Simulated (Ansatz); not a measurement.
Computed with Ansatz 0.2.0, DFT PBE, scalar-relativistic, plane waves, PAW. All cells share a 420 eV cutoff and Γ-centred k meshes spaced at most about 0.3 Å⁻¹ (about 0.25 or finer for metals, 2π included). No spin polarisation.

All energies are static (0 K, no zero-point motion).

Two forms of Be7Te were relaxed alike.

A.

```
Be Te
1.0
     3.77483    0.00000    0.00000
    -0.03223    4.35505    0.00000
    -0.81207   -1.19566    5.73852
Be Te
7 1
Direct
  0.43024 0.15109 0.03879
  0.38373 0.82259 0.67943
  0.31120 0.47142 0.36876
  0.31002 0.98449 0.36416
  0.48215 0.30681 0.70775
  0.80155 0.23510 0.39014
  0.81632 0.74619 0.42524
  0.04076 0.61316 0.94681
```

B.

```
Be Te
1.0
     3.88257    0.00000    0.00000
    -1.94129    3.36241    0.00000
     0.00000    0.00000   14.25155
Be Te
14 2
Direct
  0.00449 0.33900 0.19006
  0.33333 0.66667 0.32296
  0.66100 0.66550 0.19006
  0.33450 0.99551 0.19006
  0.66550 0.00449 0.80994
  0.66667 0.33333 0.67704
  0.99551 0.66100 0.80994
  0.33900 0.33450 0.80994
  0.33374 0.00049 0.93711
  0.00049 0.66674 0.06289
  0.33326 0.33374 0.06289
  0.99951 0.33326 0.93711
  0.66626 0.99951 0.06289
  0.66674 0.66626 0.93711
  0.00000 0.00000 0.60986
  0.00000 0.00000 0.39015
```

**Question.** Which form is favoured at zero pressure, and by what margin per atom?

**Answer.** B is lower, by 271 meV/atom. A has space group P1 (No. 1), 11.8 Å³/atom and no gap on its mesh; B has space group P-3 (No. 147), 11.6 Å³/atom and no gap. Counting Be atoms around Te (those within 1.25 times the shortest such distance or 1.15 times the sum of covalent radii; a plus sign parts nearer from farther groups), A has Te 7+2 and B has Te 3. Even the lower one lies +0.06 eV/atom against the reference forms of the elements (uncorrected), so neither is stable at this level. In A, Be on its first site has 5 Be at 2.23–2.30 Å and 2 Te at 2.60–2.68 Å; around Be on its second site lie 3 Be at 2.11–2.13 Å, 4 Be at 2.30–2.42 Å and 1 Te at 2.48 Å; Te has 7 Be at 2.48–2.75 Å and 2 Be at 3.00–3.01 Å; 5 more sites not described. In B, Be on a site of symmetry 1 has 10 Be at 2.21–2.28 Å; around Be on a site of symmetry 3 lie 3 Be at 2.28 Å and 3 Te at 2.44 Å; around Te lie 3 Be at 2.44 Å; 1 more site not described. Both come from invented guesses.

These runs have no spin–orbit coupling, which can matter for Te. Cells relaxed within their symmetry can be saddle points.
